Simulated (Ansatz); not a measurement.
Runs of Ansatz 0.2.0 on Ge. The structure is orthorhombic, space group Cmcm (No. 63). The conventional cell has a = 2.976 Å, b = 5.189 Å, c = 4.728 Å, α = 90.00°, β = 90.00°, γ = 90.00°. Ge (site symmetry m2m) is surrounded by 12 Ge at 2.92 to 2.99 Å. This isn't the form of Ge at room conditions, which is diamond.

```tsv
level	cutoff (eV)	gap on the mesh (eV)	pressure (GPa)	relaxed volume (Å³/atom)
RPBE	420	none	0.0	(a)
r2SCAN	500	none	0.0	18.65
PBE	420	none	0.0	(b)
LDA	420	none	0.0	17.92
revPBE	420	none	0.0	19.63
```

Alike in all rows: task relaxation of cell and atoms; potentials or basis Ansatz PAW; no spin polarisation; cell relaxed; k mesh 10 × 10 × 6; smearing fermi-dirac 0.05 eV.

Task: Estimate the missing entries.

Result: (a) 19.76; (b) 19.29.

Caveats: the plane-wave basis is chosen anew once the cell has moved, so the energies of steps on either side of that aren't comparable; the PAW data sets come from PBE, with cores solved anew for the run's functional, which leaves a small shift of forces and pressure (some runs).

A k mesh can miss the band edges, and the runs leave out spin-orbit coupling on Ge.

A gap of «none» marks a metal or a gap under the smearing width.
